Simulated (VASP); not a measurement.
# AgCl in VASP 6.6.1, single-point calculation

INCAR

```
LASPH = .TRUE.
LREAL = .FALSE.
ISMEAR = 0
ENCUT = 520
LWAVE = .FALSE.
NELM = 53
NSW = 0
SIGMA = 5
IBRION = -1
ISIF = 2
EDIFF = 1E-7
PREC = Accurate
GGA = PE
LCHARG = .FALSE.
NBANDS = 16
```

KPOINTS

```
KPOINTS created by Atomic Simulation Environment
0
Gamma
8 8 8
0 0 0
```

POSCAR

```
Ag Cl
 1.0000000000000000
     0.0000000000000000    2.7626345079000001    2.7731725637000002
     2.7626345079000001    0.0000000000000000    2.7731725637000002
     2.7626345079000001    2.7626345079000001    0.0000000000000000
 Ag  Cl
   1   1
Cartesian
  0.0000000000000000  0.0000000000000000  0.0000000000000000
  2.7626345078999996  2.7626345078999996  2.7731725636999998
```

The recommended PBE PAW datasets give the neutral cell 18 valence electrons.

Command

```
mpirun -np 1 vasp_std
```

OSZICAR

```
N       E                     dE             d eps       ncg     rms          rms(c)
DAV:   1     0.932748299428E+02    0.93275E+02   -0.86932E+03  1928   0.101E+03
DAV:   2    -0.715614579895E+01   -0.10043E+03   -0.94567E+02  2344   0.222E+02
DAV:   3    -0.107770974626E+02   -0.36210E+01   -0.36070E+01  2432   0.437E+01
DAV:   4    -0.108015612380E+02   -0.24464E-01   -0.24452E-01  2304   0.386E+00
DAV:   5    -0.108018948726E+02   -0.33363E-03   -0.33333E-03  2480   0.433E-01    0.166E+01
DAV:   6    -0.988738420322E+01    0.91451E+00   -0.75089E+00  2296   0.254E+01    0.105E+01
DAV:   7    -0.969743459596E+01    0.18995E+00   -0.84306E-01  2104   0.106E+01    0.472E+00
DAV:   8    -0.969161358621E+01    0.58210E-02   -0.41619E-02  2056   0.140E+00    0.162E+00
DAV:   9    -0.969028917525E+01    0.13244E-02   -0.12987E-03  2488   0.409E-01    0.674E-01
DAV:  10    -0.969011720344E+01    0.17197E-03   -0.51443E-04  2280   0.184E-01    0.247E-01
DAV:  11    -0.969012633722E+01   -0.91338E-05   -0.11183E-04  2472   0.837E-02    0.399E-02
DAV:  12    -0.969012580316E+01    0.53406E-06   -0.62664E-06  2512   0.251E-02    0.241E-02
DAV:  13    -0.969012481979E+01    0.98337E-06   -0.91047E-07  2264   0.829E-03    0.350E-03
DAV:  14    -0.969012503094E+01   -0.21116E-06   -0.95420E-08  1496   0.268E-03    0.134E-03
DAV:  15    -0.969012502216E+01    0.87814E-08   -0.24262E-08  1192   0.849E-04
   1 F= -.96901250E+01 E0= -.37141518E+01  d E =-.119519E+02
```

It converged. Results: gap between bands v and c on the k mesh 1.41 eV; least direct gap on the k mesh 3.07 eV; pressure 15.7 GPa. Band v is the last that the valence electrons fill when counted band by band, and c is the next.

Question: Find the fault in these files.

Answer: Smearing far too wide. On sound settings PBE gives a gap of 0.90 eV on its mesh and a pressure of 1.9 GPa for the intended cell. This run's energy (σ→0) differs from it by 838 meV an atom.
